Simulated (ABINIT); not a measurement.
Sr:

```
Sr
1.0
     7.06595    0.00000    0.00000
    -3.53298    6.11929    0.00000
     0.00000    0.00000    3.81663
Sr
3
Direct
  0.66578 0.00000 0.00000
  0.33422 0.33422 0.00000
  0.00000 0.66578 0.00000
```

This isn't the form of Sr at room conditions, which is fcc.

| Item | Value |
| --- | --- |
| Program | ABINIT 10.8.3 (patched build) |
| Task | single point |
| Functional | PBE |
| Potentials or basis | JTH PAW PBE v2.0 |
| Cutoff | 408 eV |
| k mesh | 5 × 5 × 7 |
| Occupations | fermi-dirac, width 0.05 eV |
| Spin | no spin polarisation |

On this cell: pressure -0.1 GPa; largest force 0.017 eV/Å; band gap on the k mesh none (metal or under the smearing width).

The same run follows on a disturbed copy (atoms moved at random, drawn with an rms of 0.05 Å):

```xyz
3
Lattice="7.0660 0.0000 0.0000 -3.5330 6.1193 0.0000 0.0000 0.0000 3.8166" Properties=species:S:1:pos:R:3 pbc="T T T"
Sr    4.7269    0.0275   -0.0155
Sr    1.1070    2.0745   -0.0014
Sr   -2.3795    4.1013   -0.0121
```

Q: What changes?

A: The energy (extrapolated to zero smearing) moves by +1.7 meV/atom; pressure -0.1 GPa; largest force 0.105 eV/Å; band gap on the k mesh none (metal or under the smearing width).

Forces on the atoms (eV/Å):
```
Sr  -0.104 -0.004 -0.003
Sr   0.104 -0.010  0.004
Sr   0.000  0.014 -0.001
```

Stress tensor (GPa, compression positive):
```
 0.03 -0.01  0.00
-0.01  0.01  0.00
 0.00  0.00 -0.30
```
